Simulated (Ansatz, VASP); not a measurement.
NbH2: VASP beside Ansatz

```
Nb H
1.0
     0.00000    2.26032    2.26032
     2.26032    0.00000    2.26032
     2.26032    2.26032    0.00000
Nb H
1 2
Direct
  0.00000 0.00000 0.00000
  0.25000 0.25000 0.25000
  0.75000 0.75000 0.75000
```

Alike in both runs: functional PBEsol; k mesh 16 × 16 × 16; occupations fermi-dirac, width 0.15 eV; no spin polarisation.

Ansatz relaxed the structure, and its values are those at the end. VASP's run is a single point on that final structure, the one shown.

|  | VASP | Ansatz |
| --- | --- | --- |
| version | VASP 6.6.1 | Ansatz 0.2.0 |
| potentials or method | VASP PAW PBE potentials, release 64 (Nb_sv, H) | scalar-relativistic, plane waves, PAW |
| plane-wave cutoff (eV) | 520 | 420 |
| valence electrons in the cell | 15 | 15 |

```tsv
	VASP	Ansatz	Ansatz less VASP
gap on the k mesh at the Fermi level (eV)	none	none	-
pressure (GPa)	-0.4	0.0	+0.44
```

A gap of «none» marks a metal or a gap that the smearing closes. The functional is the same, so the differences come from potentials, cutoffs and numerics.

Caveats: the PAW data sets were made with another functional, which shifts forces and pressure a little (VASP).
